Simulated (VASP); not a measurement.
Set up this calculation in VASP 6.6.1, as the native input.

```yaml
Task: relaxation of cell and atoms
Functional: vdW-DF
Potentials_or_basis: VASP PAW PBE potentials, release 64 (Ni)
Cutoff: 600 eV
k_mesh: 13 × 13 × 13
Occupations: fermi-dirac, width 0.05 eV
Spin: collinear spin, ferromagnetic start
Starting_moments: "[1.0] μB"
Further_INCAR_settings: ALGO = Fast; EDIFF = 1e-07; IBRION = 2; EDIFFG = -0.005; NSW = 60; ISIF = 3
```

The structure of Ni lies in POSCAR:

```
Ni
1.0
    0.0000000000      1.7375729330      1.7375729330
    1.7375729330      0.0000000000      1.7375729330
    1.7375729330      1.7375729330      0.0000000000
Ni
1
Direct
    0.0000000000      0.0000000000      0.0000000000
```

The input as run:

INCAR

```
SYSTEM = Ni
AGGAC = 0.0
ALGO = Fast
EDIFF = 1E-7
EDIFFG = -0.005
ENCUT = 600
GGA = RE
IBRION = 2
ISIF = 3
ISMEAR = -1
ISPIN = 2
LASPH = .TRUE.
LCHARG = .FALSE.
LMAXMIX = 4
LORBIT = 11
LREAL = .FALSE.
LUSE_VDW = .TRUE.
LWAVE = .FALSE.
MAGMOM = 1
NELM = 150
NSW = 60
PREC = Accurate
SIGMA = 0.05
```

KPOINTS

```
k-points
0
G
  13 13 13
  0 0 0
```

Potentials or basis: VASP PAW PBE potentials, release 64 (Ni).

Run with:

```sh
$ cat potpaw_PBE.64/Ni/POTCAR > POTCAR
$ mpirun -np 1 vasp_std > vasp.out
```

It gave:

```json
{"Relaxed volume": "11.38 Å³/atom", "Relaxed cell": "a = 2.524 Å, b = 2.524 Å, c = 2.524 Å, α = 60.00°, β = 60.00°, γ = 60.00°", "Space group after relaxing (to 0.05 Å)": "Fm-3m (No. 225)", "Energy gained by relaxing": "43.4 meV/atom", "Ionic steps": "5", "Pressure after relaxing": "-0.1 GPa", "Band gap on the k mesh": "none (metal or under the smearing width)", "Net moment": "0.62 μB per cell", "Site moments": "Ni +0.63 μB", "Valence electrons inside the program's atomic spheres": "Ni 9.26"}
```

Caveat: the PAW data sets were made with another functional, which shifts forces and pressure a little.

It took 2.2 min on 1 thread of Intel(R) Xeon(R) Platinum 8259CL CPU @ 2.50GHz (Skylake/Cascade Lake) (shared host), peak memory 0.25 GiB.
